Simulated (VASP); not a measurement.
# Ta: relaxation of cell and atoms with PBE+D3(BJ)

The system is Ta.

```
CELL_PARAMETERS angstrom
-1.65493 1.65493 1.65493
1.65493 -1.65493 1.65493
1.65493 1.65493 -1.65493
ATOMIC_POSITIONS crystal
Ta 0.00000 0.00000 0.00000
```

```json
{
 "Program": "VASP 6.6.1",
 "Task": "relaxation of cell and atoms",
 "Functional": "PBE",
 "Dispersion": "D3(BJ)",
 "Potentials or basis": "VASP PAW PBE potentials, release 64 (Ta_pv)",
 "Cutoff": "600 eV",
 "k mesh": "18 × 18 × 18",
 "Occupations": "gaussian, width 0.1 eV",
 "Spin": "no spin polarisation",
 "Further INCAR settings": "ALGO = Normal; EDIFF = 1e-07; IBRION = 2; EDIFFG = -0.005; NSW = 90; ISIF = 3"
}
```

```
Relaxed volume                         : 17.74 Å³/atom
Relaxed cell                           : a = 2.846 Å, b = 2.846 Å, c = 2.846 Å, α = 109.47°, β = 109.47°, γ = 109.47°
Space group after relaxing (to 0.05 Å) : Im-3m (No. 229)
Energy gained by relaxing              : 5.4 meV/atom
Ionic steps                            : 4
Pressure after relaxing                : 0.0 GPa
Band gap on the k mesh                 : none (metal or under the smearing width)
Dispersion energy per atom             : -0.673 eV
```

The path:
| step | energy change (eV) | largest force (eV/Å) | pressure (GPa) | volume (Å³) |
| --- | --- | --- | --- | --- |
| 1 | 0.0000 | 0.0000 | -4.30 | 18.13 |
| 2 | 0.0234 | 0.0000 | 11.27 | 16.88 |
| 3 | -0.0054 | 0.0000 | -0.06 | 17.74 |
| 4 | -0.0054 | 0.0000 | 0.03 | 17.74 |

Final structure:
```
Ta
1.0
    -1.64286    1.64286    1.64286
     1.64286   -1.64286    1.64286
     1.64286    1.64286   -1.64286
Ta
1
Direct
  0.00000 0.00000 0.00000
```

Levels at points of the mesh, in eV from the Fermi level:
| k point | band 2 | band 3 | band 4 | band 5 | band 6 | band 7 | band 8 | band 9 |
| --- | --- | --- | --- | --- | --- | --- | --- | --- |
| (0.00, 0.00, 0.00) | -33.02 | -33.02 | -7.99 | 0.72 | 0.72 | 0.72 | 4.05 | 4.05 |
| (0.50, 0.00, 0.00) | -33.42 | -33.03 | -4.46 | -1.60 | 1.65 | 3.94 | 4.99 | 7.94 |
| (0.50, 0.50, 0.50) | -33.88 | -33.88 | -3.91 | -3.91 | 6.95 | 6.95 | 6.95 | 8.79 |

Run time: 74 s on 1 thread of Intel(R) Xeon(R) Platinum 8559C (Emerald Rapids) (shared host), peak memory 0.18 GiB.

Caveat: pairwise dispersion overbinds metals, which lowers pressure and volume. The run has no spin-orbit coupling, so splittings on Ta are missing.
